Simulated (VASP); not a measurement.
The system is PbSe (Clausthalite).

```xyz
2
Lattice="0.0000 3.0606 3.0606 3.0606 0.0000 3.0606 3.0606 3.0606 0.0000" Properties=species:S:1:pos:R:3 pbc="T T T"
Pb    0.0000    0.0000    0.0000
Se    3.0606    3.0606    3.0606
```

| Property | Result |
| --- | --- |
| Program | VASP 6.6.1 |
| Task | relaxation of cell and atoms |
| Functional | TPSS |
| Potentials or basis | VASP PAW PBE potentials, release 64 (Pb_d, Se) |
| Cutoff | 600 eV |
| k mesh | 8 × 8 × 8 |
| Occupations | fermi-dirac, width 0.05 eV |
| Spin | no spin polarisation |

At the start: pressure 2.0 GPa; volume 28.67 Å³/atom.

Q: Where does the relaxation end?

A: Over 3 steps the energy falls by 6.4 meV/atom and the volume is 29.74 Å³/atom (+3.7 %); space group Fm-3m (No. 225, to 0.05 Å).

The path:
```csv
step,energy change (eV),largest force (eV/Å),pressure (GPa),volume (Å³)
1,0.0000,0.0000,1.97,57.34
2,-0.0111,0.0000,-0.67,60.32
3,-0.0128,0.0000,0.00,59.49
```

Final structure:
```cif
data_structure
_symmetry_space_group_name_H-M 'P 1'
_symmetry_Int_Tables_number 1
_cell_length_a 4.3818
_cell_length_b 4.3818
_cell_length_c 4.3818
_cell_angle_alpha 60.000
_cell_angle_beta 60.000
_cell_angle_gamma 60.000
_cell_volume 59.49
loop_
_atom_site_label
_atom_site_type_symbol
_atom_site_fract_x
_atom_site_fract_y
_atom_site_fract_z
_atom_site_occupancy
Pb1 Pb 0.00000 0.00000 0.00000 1
Se1 Se 0.50000 0.50000 0.50000 1
```

The cell as given is a measured one (28.67 Å³/atom); TPSS puts the equilibrium volume +3.7 % from it, thermal expansion not counted.

Caveat: the PAW data sets were made with another functional, which shifts forces and pressure a little.
